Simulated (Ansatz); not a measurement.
**Al3Ru2: dependence on the set of potentials**

Method: DFT r2SCAN, scalar-relativistic, plane waves in Ansatz. The atoms stay where they are, in a cell that isn't relaxed at these levels; pressure is positive in compression.

```xyz
5
Lattice="-1.5389 1.5389 7.1431 1.5389 -1.5389 7.1431 1.5389 1.5389 -7.1431" Properties=species:S:1:pos:R:3 pbc="T T T"
Al    0.0000    0.0000    0.0000
Al    0.0000    0.0000   11.5173
Al    0.0000    0.0000    2.7689
Ru    0.0000    0.0000    8.6556
Ru    0.0000    0.0000    5.6306
```

| Property | Result |
| --- | --- |
| Γ-centred k-mesh | 16×16×16 |
| occupation rule | Gaussian smearing, 0.1 eV |
| spin treatment | unpolarised |

```
         set of potentials cutoff (eV) gap on mesh (eV) P (GPa) largest force (eV/Å)
         PAW (default set)          500             metal     -0.2                 0.009
          PAW (harder set)          990             metal      0.0                 0.003
norm-conserving potentials         1143             metal     -0.3                 0.013
```